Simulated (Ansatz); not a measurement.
# Preparing MgCdC2O6 (R-3) as a host crystal, part 4 of 4

Aim: the runs on the perfect crystal MgCdC2O6 (R-3) that a defect calculation needs first.

Ansatz 0.2.0; plane-wave PAW DFT, PBEsol; relaxation of the host's cell and atoms (the session's first sound run).

So far. Step 3 (Dielectric tensors of the host): The principal values of the electronic dielectric tensor are 2.62, 3.41 and 3.41. The principal values of the static dielectric tensor are 7.25, 8.69 and 8.69.

**7. Defect free supercell relaxed from displaced atoms**

This step: plane-wave PAW DFT, PBEsol; relaxation of the defect-free supercell from random displacements, a test of the host's stability (Ansatz 0.2.0).

pristine.rattled/input.yaml

```yaml
crystal:
  lattice:
    - [4.794208724, 2.7679377301, 10.3335820296]
    - [-4.794208724, 2.7679377301, 10.3335820296]
    - [0.0, -5.5358753619, 10.333582056]
  atoms:
    - { symbol: Mg, position: [0.25, 0.25, 0.25] }
    - { symbol: Cd, position: [0.0, 0.0, 0.0] }
    - { symbol: C, position: [0.1225772367, 0.1225772367, 0.1225772367] }
    - { symbol: C, position: [0.3774227633, 0.3774227633, 0.3774227633] }
    - { symbol: O, position: [0.249905477, 0.4820743664, 0.136301369] }
    - { symbol: O, position: [0.4820743664, 0.136301369, 0.249905477] }
    - { symbol: O, position: [0.136301369, 0.249905477, 0.4820743664] }
    - { symbol: O, position: [0.250094523, 0.0179256337, 0.363698631] }
    - { symbol: O, position: [0.0179256337, 0.363698631, 0.250094523] }
    - { symbol: O, position: [0.363698631, 0.250094523, 0.0179256337] }
    - { symbol: Mg, position: [0.25, 0.25, 0.75] }
    - { symbol: Cd, position: [0.0, 0.0, 0.5] }
    - { symbol: C, position: [0.1225772367, 0.1225772367, 0.6225772367] }
    - { symbol: C, position: [0.3774227633, 0.3774227633, 0.8774227633] }
    - { symbol: O, position: [0.249905477, 0.4820743664, 0.636301369] }
    - { symbol: O, position: [0.4820743664, 0.136301369, 0.749905477] }
    - { symbol: O, position: [0.136301369, 0.249905477, 0.9820743664] }
    - { symbol: O, position: [0.250094523, 0.0179256337, 0.863698631] }
    - { symbol: O, position: [0.0179256337, 0.363698631, 0.750094523] }
    - { symbol: O, position: [0.363698631, 0.250094523, 0.5179256336] }
    - { symbol: Mg, position: [0.25, 0.75, 0.25] }
    - { symbol: Cd, position: [0.0, 0.5, 0.0] }
    - { symbol: C, position: [0.1225772367, 0.6225772367, 0.1225772367] }
    - { symbol: C, position: [0.3774227633, 0.8774227633, 0.3774227633] }
    - { symbol: O, position: [0.249905477, 0.9820743664, 0.136301369] }
    - { symbol: O, position: [0.4820743664, 0.636301369, 0.249905477] }
    - { symbol: O, position: [0.136301369, 0.749905477, 0.4820743664] }
    - { symbol: O, position: [0.250094523, 0.5179256336, 0.363698631] }
    - { symbol: O, position: [0.0179256337, 0.863698631, 0.250094523] }
    - { symbol: O, position: [0.363698631, 0.750094523, 0.0179256337] }
    - { symbol: Mg, position: [0.25, 0.75, 0.75] }
    - { symbol: Cd, position: [0.0, 0.5, 0.5] }
    - { symbol: C, position: [0.1225772367, 0.6225772367, 0.6225772367] }
    - { symbol: C, position: [0.3774227633, 0.8774227633, 0.8774227633] }
    - { symbol: O, position: [0.249905477, 0.9820743664, 0.636301369] }
    - { symbol: O, position: [0.4820743664, 0.636301369, 0.749905477] }
    - { symbol: O, position: [0.136301369, 0.749905477, 0.9820743664] }
    - { symbol: O, position: [0.250094523, 0.5179256336, 0.863698631] }
    - { symbol: O, position: [0.0179256337, 0.863698631, 0.750094523] }
    - { symbol: O, position: [0.363698631, 0.750094523, 0.5179256336] }
    - { symbol: Mg, position: [0.75, 0.25, 0.25] }
    - { symbol: Cd, position: [0.5, 0.0, 0.0] }
    - { symbol: C, position: [0.6225772367, 0.1225772367, 0.1225772367] }
    - { symbol: C, position: [0.8774227633, 0.3774227633, 0.3774227633] }
    - { symbol: O, position: [0.749905477, 0.4820743664, 0.136301369] }
    - { symbol: O, position: [0.9820743664, 0.136301369, 0.249905477] }
    - { symbol: O, position: [0.636301369, 0.249905477, 0.4820743664] }
    - { symbol: O, position: [0.750094523, 0.0179256337, 0.363698631] }
    - { symbol: O, position: [0.5179256336, 0.363698631, 0.250094523] }
    - { symbol: O, position: [0.863698631, 0.250094523, 0.0179256337] }
    - { symbol: Mg, position: [0.75, 0.25, 0.75] }
    - { symbol: Cd, position: [0.5, 0.0, 0.5] }
    - { symbol: C, position: [0.6225772367, 0.1225772367, 0.6225772367] }
    - { symbol: C, position: [0.8774227633, 0.3774227633, 0.8774227633] }
    - { symbol: O, position: [0.749905477, 0.4820743664, 0.636301369] }
    - { symbol: O, position: [0.9820743664, 0.136301369, 0.749905477] }
    - { symbol: O, position: [0.636301369, 0.249905477, 0.9820743664] }
    - { symbol: O, position: [0.750094523, 0.0179256337, 0.863698631] }
    - { symbol: O, position: [0.5179256336, 0.363698631, 0.750094523] }
    - { symbol: O, position: [0.863698631, 0.250094523, 0.5179256336] }
    - { symbol: Mg, position: [0.75, 0.75, 0.25] }
    - { symbol: Cd, position: [0.5, 0.5, 0.0] }
    - { symbol: C, position: [0.6225772367, 0.6225772367, 0.1225772367] }
    - { symbol: C, position: [0.8774227633, 0.8774227633, 0.3774227633] }
    - { symbol: O, position: [0.749905477, 0.9820743664, 0.136301369] }
    - { symbol: O, position: [0.9820743664, 0.636301369, 0.249905477] }
    - { symbol: O, position: [0.636301369, 0.749905477, 0.4820743664] }
    - { symbol: O, position: [0.750094523, 0.5179256336, 0.363698631] }
    - { symbol: O, position: [0.5179256336, 0.863698631, 0.250094523] }
    - { symbol: O, position: [0.863698631, 0.750094523, 0.0179256337] }
    - { symbol: Mg, position: [0.75, 0.75, 0.75] }
    - { symbol: Cd, position: [0.5, 0.5, 0.5] }
    - { symbol: C, position: [0.6225772367, 0.6225772367, 0.6225772367] }
    - { symbol: C, position: [0.8774227633, 0.8774227633, 0.8774227633] }
    - { symbol: O, position: [0.749905477, 0.9820743664, 0.636301369] }
    - { symbol: O, position: [0.9820743664, 0.636301369, 0.749905477] }
    - { symbol: O, position: [0.636301369, 0.749905477, 0.9820743664] }
    - { symbol: O, position: [0.750094523, 0.5179256336, 0.863698631] }
    - { symbol: O, position: [0.5179256336, 0.863698631, 0.750094523] }
    - { symbol: O, position: [0.863698631, 0.750094523, 0.5179256336] }
basis:
  ecutwfc: 420
  xc_grid: 2
hamiltonian:
  xc: pbesol
kpoints:
  mp_grid: { grid: [1, 1, 1], shift: [0.25, 0.25, 0.25] }
scf:
  occupations: { method: fermi_dirac, width: 0.01 }
  max_iter: 80
output:
  forces: true
relax:
  f_tol: 0.01
  max_steps: 120
  random_displacement: { amplitude: 0.08, seed: 576 }
checkpoint:
  write: "../pristine.rattled.run"
  compress: false
  write_wavefunctions: false
  write_every: 100000
```

Started as:

```
$ ansatz run input.yaml --threads 4 --pin off --max-ram 7536MiB --backend cpu --events-out ev --progress --plain --runs-dir out
```

Numbers of over 12 decimals in the logs are rounded to 6 here.

The log of the run:

```text
[...]
Crystal: 80 atoms, lattice volume = 822.764 Å³
Basis set: ecut = 420 eV, 15995 PW (Γ), exchange–correlation on 160×160×160 points (8 copies of the dense FFT grid, shifted against one another)
Bands: 376, of which v1, the nominal top of the filled ones, is band 296 counted from 1 (295 counted from 0)
Symmetry: 1 space group operations
k-points: 1
[...]
SCF iter   1: F=—  HF=-111649.596077 eV  |F-HF|=—  |Δ(HF+E_count)|=         —  Δρ=1.20e-2  dr2=8.65e-1  ethr=1.77e-3  ⟨swp⟩=6.0  Hψ=1399  notcnv=0  defer=66
[...]
SCF iter   7: F=-111649.341194 eV  HF=-111649.341194 eV  |F-HF|=4.16e-7  |Δ(HF+E_count)|=   9.79e-6  Δρ=1.83e-5  dr2=2.21e-6  ethr=4.22e-10  ⟨swp⟩=4.0  Hψ=1196  notcnv=0
SCF 1 converged in 7 iterations: F = -111649.341194 eV  dr2 = 2.21e-6
[...]
relax step   1: F+E_penalty+E_count = -111649.34119364 eV  Δ(F+E_penalty+E_count) = +0.000e0 eV  max|allowed force component| = 6.795e0 eV/Å  Δτ_max = 0.0000 Å  (7 SCF iters, dr2 threshold 2.50e-6 eV, accepted)
[...]
relax step   2: F+E_penalty+E_count = -111652.08744401 eV  Δ(F+E_penalty+E_count) = -2.746e0 eV  max|allowed force component| = 2.995e0 eV/Å  Δτ_max = 0.1948 Å  (7 SCF iters, dr2 threshold 1.00e-4 eV, accepted)
relax step   3: F+E_penalty+E_count = -111654.60060043 eV  Δ(F+E_penalty+E_count) = -2.513e0 eV  max|allowed force component| = 8.007e-2 eV/Å  Δτ_max = 0.1402 Å  (7 SCF iters, dr2 threshold 1.00e-4 eV, accepted)
relax step   4: F+E_penalty+E_count = -111654.61486896 eV  Δ(F+E_penalty+E_count) = -1.427e-2 eV  max|allowed force component| = 5.838e-3 eV/Å  Δτ_max = 0.0223 Å  (7 SCF iters, dr2 threshold 4.01e-7 eV, accepted)
[...]
SCF iter   3: F=-111654.614869 eV  HF=-111654.614869 eV  |F-HF|=1.25e-8  |Δ(HF+E_count)|=   1.63e-8  Δρ=1.34e-6  dr2=2.11e-8  ethr=8.07e-12  ⟨swp⟩=2.0  Hψ=899  notcnv=0
SCF 5 converged in 3 iterations: F = -111654.614869 eV  dr2 = 2.11e-8
relax step   5: F+E_penalty+E_count = -111654.61486910 eV  Δ(F+E_penalty+E_count) = -1.348e-7 eV  max|allowed force component| = 5.845e-3 eV/Å  Δτ_max = 0.0000 Å  (3 SCF iters, accepted)
SCF converged after 3 iterations
Free energy (F): -111654.614869 eV
[...]
Internal energy: -111654.614869 eV  (E = F + TS)
E sigma→0 (E₀):  -111654.614869 eV
Fermi energy:    8.318274 eV
[...]
--- Forces (eV/Å), atoms counted from 1 ---
  atom   1  Mg     0.00017681     0.00124742    -0.00085764
  atom   2  Cd     0.00018824     0.00067377    -0.00192218
  atom   3  C     -0.00170839     0.00584530     0.00075748
  atom   4  C      0.00189539    -0.00466403     0.00291810
  atom   5  O     -0.00051624    -0.00122408     0.00203237
  atom   6  O      0.00129626     0.00042888     0.00132151
  atom   7  O      0.00307324     0.00312130     0.00302426
  atom   8  O      0.00011258    -0.00179454     0.00156017
  atom   9  O      0.00032586    -0.00152025     0.00224155
  atom  10  O      0.00160237     0.00280887    -0.00270439
  atom  11  Mg    -0.00216701     0.00034239     0.00361683
  atom  12  Cd     0.00159674     0.00201836     0.00030754
  atom  13  C     -0.00261506    -0.00169650    -0.00023247
  atom  14  C     -0.00279594    -0.00250210     0.00072782
  atom  15  O     -0.00538118    -0.00338089    -0.00234438
  atom  16  O     -0.00001597     0.00329590    -0.00100123
  atom  17  O      0.00217481    -0.00189781    -0.00193856
  atom  18  O      0.00168485    -0.00040401    -0.00282955
  atom  19  O     -0.00095125     0.00079174    -0.00109677
  atom  20  O     -0.00031426     0.00134582    -0.00051268
  atom  21  Mg     0.00141735     0.00098546    -0.00074104
  atom  22  Cd    -0.00138534     0.00125013     0.00189174
  atom  23  C      0.00290007     0.00114824    -0.00001272
  atom  24  C     -0.00188608     0.00224137     0.00136674
  atom  25  O     -0.00111018    -0.00217191     0.00087249
  atom  26  O     -0.00094318     0.00055136     0.00092030
  atom  27  O     -0.00095779    -0.00071961    -0.00357819
  atom  28  O     -0.00084078     0.00040984    -0.00083972
  atom  29  O     -0.00431497    -0.00288963     0.00430681
  atom  30  O      0.00105621     0.00361273     0.00144518
  atom  31  Mg     0.00075503     0.00168649    -0.00195172
  atom  32  Cd    -0.00100343     0.00127598    -0.00081970
  atom  33  C     -0.00153569    -0.00227015    -0.00041359
  atom  34  C      0.00241708    -0.00263665    -0.00033325
  atom  35  O     -0.00263274     0.00261409     0.00234612
  atom  36  O      0.00144061     0.00171641     0.00007265
  atom  37  O     -0.00057340     0.00188924     0.00020858
  atom  38  O      0.00470660     0.00169658    -0.00170569
  atom  39  O      0.00089413    -0.00073738     0.00294653
  atom  40  O     -0.00192241     0.00060535    -0.00385203
[...]
atom  69  O      0.00111659     0.00092009     0.00106209
  atom  70  O      0.00061802    -0.00076231     0.00093075
  atom  71  Mg    -0.00010734    -0.00222992    -0.00118344
  atom  72  Cd     0.00050336    -0.00237249     0.00192901
  atom  73  C     -0.00241118    -0.00002276    -0.00247361
  atom  74  C     -0.00100199    -0.00448647    -0.00148326
  atom  75  O     -0.00258943     0.00072553    -0.00167696
  atom  76  O     -0.00082887     0.00061708    -0.00072450
  atom  77  O     -0.00012900    -0.00282956     0.00007348
  atom  78  O      0.00244310     0.00121676     0.00279602
  atom  79  O     -0.00071892    -0.00154918    -0.00010563
  atom  80  O     -0.00374033    -0.00063960    -0.00118343
  max |Σ_I F_I| component: 3.93e-5 eV/Å
--- Relaxed structure (5 steps of the walk, 5 accepted, 0 SCFs on fresh bases) ---
  F+E_penalty+E_count = -111654.61486910 eV   max|allowed force component| = 5.845e-3 eV/Å
  atoms:
    - { symbol: Mg, position: [0.250956, 0.248897, 0.249938] }
    - { symbol: Cd, position: [0.001079, -0.001047, -0.000170] }
    - { symbol: C, position: [0.123749, 0.121448, 0.122375] }
    - { symbol: C, position: [0.378567, 0.376311, 0.377176] }
    - { symbol: O, position: [0.250884, 0.481014, 0.136162] }
    - { symbol: O, position: [0.483046, 0.135149, 0.249860] }
    - { symbol: O, position: [0.137080, 0.248807, 0.482058] }
    - { symbol: O, position: [0.251151, 0.016727, 0.363630] }
    - { symbol: O, position: [0.018893, 0.362614, 0.249939] }
    - { symbol: O, position: [0.364712, 0.249009, 0.017847] }
    - { symbol: Mg, position: [0.251217, 0.248864, 0.749772] }
    - { symbol: Cd, position: [0.001087, -0.001066, 0.499865] }
    - { symbol: C, position: [0.123489, 0.121471, 0.622547] }
    - { symbol: C, position: [0.378398, 0.376361, 0.877374] }
    - { symbol: O, position: [0.251314, 0.480926, 0.635943] }
    - { symbol: O, position: [0.483341, 0.135110, 0.749694] }
    - { symbol: O, position: [0.137411, 0.248820, 0.981912] }
    - { symbol: O, position: [0.251262, 0.016871, 0.863504] }
    - { symbol: O, position: [0.019091, 0.362623, 0.749876] }
    - { symbol: O, position: [0.364838, 0.248982, 0.517682] }
    - { symbol: Mg, position: [0.251199, 0.748886, 0.249764] }
    - { symbol: Cd, position: [0.001117, 0.498897, -0.000197] }
    - { symbol: C, position: [0.123508, 0.621459, 0.122533] }
    - { symbol: C, position: [0.378511, 0.876270, 0.377350] }
    - { symbol: O, position: [0.251100, 0.980973, 0.135973] }
    - { symbol: O, position: [0.483361, 0.635075, 0.249578] }
    - { symbol: O, position: [0.137706, 0.748786, 0.481820] }
    - { symbol: O, position: [0.251250, 0.516793, 0.363499] }
    - { symbol: O, position: [0.019186, 0.862513, 0.249723] }
    - { symbol: O, position: [0.364862, 0.749041, 0.017640] }
    - { symbol: Mg, position: [0.250990, 0.748916, 0.749996] }
    - { symbol: Cd, position: [0.001081, 0.498827, 0.499891] }
    - { symbol: C, position: [0.123966, 0.621420, 0.622265] }
    - { symbol: C, position: [0.378595, 0.876394, 0.877169] }
    - { symbol: O, position: [0.250844, 0.981024, 0.636236] }
    - { symbol: O, position: [0.483122, 0.635277, 0.749803] }
    - { symbol: O, position: [0.137164, 0.748840, 0.982093] }
    - { symbol: O, position: [0.251046, 0.516860, 0.863746] }
    - { symbol: O, position: [0.018934, 0.862719, 0.749893] }
    - { symbol: O, position: [0.364957, 0.748964, 0.517857] }
    - { symbol: Mg, position: [0.751229, 0.248827, 0.249770] }
    - { symbol: Cd, position: [0.501102, -0.001112, -0.000160] }
    - { symbol: C, position: [0.623486, 0.121578, 0.122459] }
    - { symbol: C, position: [0.878408, 0.376362, 0.377255] }
    - { symbol: O, position: [0.751180, 0.480972, 0.135878] }
    - { symbol: O, position: [0.983303, 0.135119, 0.249749] }
    - { symbol: O, position: [0.637343, 0.248868, 0.481824] }
    - { symbol: O, position: [0.751374, 0.016684, 0.363437] }
    - { symbol: O, position: [0.519061, 0.362557, 0.249874] }
    - { symbol: O, position: [0.864898, 0.249019, 0.017688] }
    - { symbol: Mg, position: [0.750956, 0.249002, 0.749899] }
    - { symbol: Cd, position: [0.501057, -0.001030, 0.499866] }
    - { symbol: C, position: [0.623776, 0.121501, 0.622293] }
    - { symbol: C, position: [0.878588, 0.376335, 0.877189] }
    - { symbol: O, position: [0.750872, 0.481049, 0.636044] }
    - { symbol: O, position: [0.983007, 0.135192, 0.749905] }
    - { symbol: O, position: [0.637055, 0.248995, 0.982016] }
    - { symbol: O, position: [0.751128, 0.016863, 0.863660] }
    - { symbol: O, position: [0.518841, 0.362688, 0.750025] }
    - { symbol: O, position: [0.864682, 0.249077, 0.517768] }
    - { symbol: Mg, position: [0.750980, 0.748995, 0.249855] }
    - { symbol: Cd, position: [0.501017, 0.498991, -0.000132] }
    - { symbol: C, position: [0.623831, 0.621441, 0.122235] }
    - { symbol: C, position: [0.878732, 0.876242, 0.377104] }
    - { symbol: O, position: [0.750889, 0.981146, 0.136013] }
    - { symbol: O, position: [0.983028, 0.635060, 0.249880] }
    - { symbol: O, position: [0.637324, 0.748925, 0.481986] }
    - { symbol: O, position: [0.751097, 0.516876, 0.363496] }
    - { symbol: O, position: [0.518942, 0.862585, 0.249953] }
    - { symbol: O, position: [0.864813, 0.749023, 0.017711] }
    - { symbol: Mg, position: [0.751299, 0.748906, 0.749672] }
    - { symbol: Cd, position: [0.501168, 0.498970, 0.499720] }
    - { symbol: C, position: [0.623586, 0.621565, 0.622445] }
    - { symbol: C, position: [0.878481, 0.876390, 0.877262] }
    - { symbol: O, position: [0.751161, 0.981043, 0.635942] }
    - { symbol: O, position: [0.983464, 0.635069, 0.749576] }
    - { symbol: O, position: [0.637519, 0.748813, 0.981776] }
    - { symbol: O, position: [0.751240, 0.516802, 0.863440] }
    - { symbol: O, position: [0.519093, 0.862708, 0.749840] }
    - { symbol: O, position: [0.865168, 0.748908, 0.517606] }
```

Elapsed: 52 s, on 4 threads of Intel Xeon 6975P-C (Granite Rapids), shared host; peak memory 2 GiB; 3 min of CPU time.

Step by step:

| step | energy less that of the first step (eV) | largest force component (eV/Å) |
| --- | --- | --- |
| 1 | 0.0000 | 6.7954 |
| 2 | -2.7463 | 2.9952 |
| 3 | -5.2594 | 0.0801 |
| 4 | -5.2737 | 0.0058 |
| 5 | -5.2737 | 0.0058 |

The relaxation ends 66 meV an atom lower than the displaced start, with a largest force component of 0.0058 eV/Å.

**8. What came out**

```
primitive cell vectors, lengths                                      : 5.862, 5.862, 5.862 Å
electronic dielectric constant                                       : principal values (2.62, 3.41, 3.41)
static dielectric constant                                           : principal values (7.25, 8.69, 8.69)
gap on the k-mesh of the response run (PBEsol)                       : 3.73 eV
supercell relaxed in its symmetry less the displaced and relaxed one : 0.000 eV
energy an atom at one point at (¼, ¼, ¼) less that on the dense mesh : 0.008 eV
```

**Reading.** Step 7: The energy fell by 5.274 eV from the randomly displaced start; the atoms end within 0.005 Å of the sites as typed, once the mean shift is taken out. The displaced cell ends within 0.01 eV of the symmetric one relaxed in its symmetry, so no lower structure shows in this supercell. The k-mesh can miss the band edges, so this gap is an upper bound at this level. All at zero temperature.

[Logs are printed without paths, hosts, clocks, repeated set-up lines and the standing remarks that a program may print on its own settings, such as how far it seeks lower states.]

[Hosts, paths, dates, database ids (printed as entryN), source tags and the programs' standing remarks are cut or masked in the printed files.]

[Runs of the host that timed out are not shown.]

[For some hosts the program warned that the k-mesh of the response run may be too coarse for force constants and the static dielectric constant; such warnings are not always shown.]
